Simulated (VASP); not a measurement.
Here is a VASP 6.6.1 calculation.

Contents of INCAR:

```
SYSTEM = RbBr
PREC     = Accurate       ! precision mode
ENCUT    = 600            ! plane-wave cutoff, eV
EDIFF    = 1E-7           ! SCF threshold, eV
ISMEAR   = 0              ! smearing method
SIGMA    = 0.03           ! smearing width, eV
LREAL    = .False.        ! projectors in reciprocal space
LASPH    = .True.         ! aspherical terms in the spheres
NELM     = 80             ! most SCF steps
ALGO     = Fast           ! electronic algorithm
ISIF     = 2              ! what is computed and relaxed
LWAVE    = .False.        ! write WAVECAR
LCHARG   = .False.        ! write CHGCAR
GGA      = PS             ! functional
IBRION   = 2              ! ionic algorithm
NSW      = 40             ! ionic steps
EDIFFG   = -0.01          ! ionic threshold
```

Contents of KPOINTS:

```
Automatic mesh
0
Gamma
  8 8 8
  0 0 0
```

The input POSCAR:

```
RbBr                                    
1.0
    0.0000000000      3.4030640717      3.4030640717
    3.4030640717      0.0000000000      3.4030640717
    3.4030640717      3.4030640717     -0.0000000000
  Rb              Br            
     1     1
Direct
     1.0000000000000000    0.0000000000000000    0.0000000000000000
     0.5000000000000000    0.5000000000000000    0.5000000000000000
```

Potentials or basis: VASP PAW PBE potentials, release 64 (Rb_sv, Br).

Command:

```bash
$ cat potpaw_PBE.64/Rb_sv/POTCAR potpaw_PBE.64/Br/POTCAR > POTCAR
$ mpirun -np 1 vasp_std > vasp.out
```

(1) Estimate the band gap on the k mesh.

## Answers

(1) 4.26 eV, direct.

Caveat: the relaxation stopped at its first step, so nothing moved.
